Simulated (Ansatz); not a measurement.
TiO2:

```xyz
6
Lattice="4.5998 0.0000 0.0000 0.0000 4.5998 0.0000 0.0000 0.0000 2.9592" Properties=species:S:1:pos:R:3 pbc="T T T"
Ti    0.0000    0.0000    1.4796
Ti    2.2999    2.2999    0.0000
O     1.3998    1.3998    1.4796
O     0.9001    3.6997    0.0000
O     3.6997    0.9001    0.0000
O     3.2000    3.2000    1.4796
```

The cell is a database's computed one.

Base run:

```yaml
Program: Ansatz 0.2.0
Functional: PBE
Potentials_or_basis: Ansatz PAW
Cutoff: "420 eV (not typed: the program's choice for these potentials)"
k_mesh: 6 × 6 × 9
Occupations: fermi-dirac, width 0.05 eV
Spin: no spin polarisation
Hubbard_terms: Ti d U = 3 eV
```

Its results: band gap on the k mesh 2.19 eV, indirect (least direct gap 2.21 eV); pressure 6.9 GPa; largest force 0.012 eV/Å.

Task: The run is repeated on the same cell with these changes: hubbard terms from Ti d U = 3 eV to none; hubbard projectors from ortho-atomic (the default) to none. What comes out?

Result: Band gap on the k mesh 1.87 eV, direct; pressure 4.2 GPa; largest force 0.004 eV/Å.

The U term pushes filled and empty states of the shell apart.
